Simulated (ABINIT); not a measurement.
Write the native input for ABINIT 10.8.3 (patched build) that does the following.

- Task: single point
- Functional: PBE
- Potentials or basis: JTH PAW PBE v2.0
- Cutoff: 599 eV
- k mesh: 9 × 9 × 5
- Occupations: fermi-dirac, width 0.05 eV
- Spin: no spin polarisation
- Fine-grid cutoff: 1197.3 eV

The system is In.

```
In
1.0
     3.33548    0.00000    0.00000
    -1.66774    2.88861    0.00000
     0.00000    0.00000    5.50914
In
2
Direct
  0.66667 0.33333 0.75000
  0.33333 0.66667 0.25000
```

This isn't the form of In at room conditions, which is tetragonal.

These files were run (other wordings do the same):

run.abi

```
# Pseudopotentials
pp_dirpath "./"
pseudos "In.GGA_PBE-JTH.xml"

# Structure
acell 6.3031527308 6.3031527309 10.4107713002
rprim
     1.0000000000     0.0000000000     0.0000000000
    -0.5000000000     0.8660254038     0.0000000000
     0.0000000000     0.0000000000     1.0000000000
ntypat 1
znucl 49
natom 2
typat 1 1
xred
     0.6666666667     0.3333333333     0.7500000000
     0.3333333333     0.6666666667     0.2500000000

# Plane-wave basis
ecut 598.650497 eV
pawecutdg 44.0
pawxcdev 0

# k points
kptopt 1
ngkpt 9 9 5
nshiftk 1
shiftk 0.0 0.0 0.0

# Exchange and correlation
ixc 11

# Bands and occupations
nband 17
occopt 3
tsmear 0.00183747

# SCF cycle
nstep 100
tolvrs 1.0e-9

# Output
iomode 3
prtwf 0
prtden 0
prteig 0
prtebands 0
enunit 1
```

Potentials or basis: JTH PAW PBE v2.0.

Launch:

```sh
$ abinit run.abi > log 2>&1
```

Results of the run:

```json
{
  "Pressure": "1.5 GPa",
  "Band gap on the k mesh": "none (metal or under the smearing width)",
  "Valence electrons inside the program's atomic spheres": "In 11.12 (radii [1.3264] Å)"
}
```

It took 32 s on 1 thread of Arm Neoverse V1, on a shared host, peak memory 0.12 GiB.
